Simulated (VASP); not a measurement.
**Al under changes of volume**

One of the cells (16.438 Å³/atom); the others are scaled copies at fixed shape and fractional positions:

```
CELL_PARAMETERS angstrom
-1.60176 1.60176 1.60176
1.60176 -1.60176 1.60176
1.60176 1.60176 -1.60176
ATOMIC_POSITIONS crystal
Al 0.00000 0.00000 0.00000
```

This isn't the form of Al at room conditions, which is fcc.

```yaml
Program: VASP 6.6.1
Functional: PBEsol
Potentials_or_basis: VASP PAW PBE potentials, release 64 (Al)
Cutoff: 520 eV
k_mesh: 12 × 12 × 12
Occupations: fermi-dirac, width 0.05 eV
Spin: no spin polarisation
```

```csv
volume (Å³/atom),energy over the lowest point (meV/atom),pressure (GPa)
15.149,?,?
15.471,19.63,5.9
15.793,9.61,4.0
16.438,0.08,0.7
16.760,0.00,-0.7
17.083,2.69,-2.0
```

Q: What does the run at 15.149 Å³/atom give?

A: Energy over the lowest point 33.65 meV/atom; pressure 8.1 GPa.

Worked out: A Birch-Murnaghan fit of order 3 (a polynomial in V^(-2/3)) to the other rows has its minimum at 16.61 Å³/atom with B0 = V·E''(V) = 74 GPa and B' = 3.6. It gives 33.60 meV/atom at 15.149 Å³/atom, against the run's 33.65, and -dE/dV = 8.0 GPa, against 8.1.

Energies are extrapolated to zero smearing.

Caveats: the PAW data sets were made with another functional, which shifts forces and pressure a little.
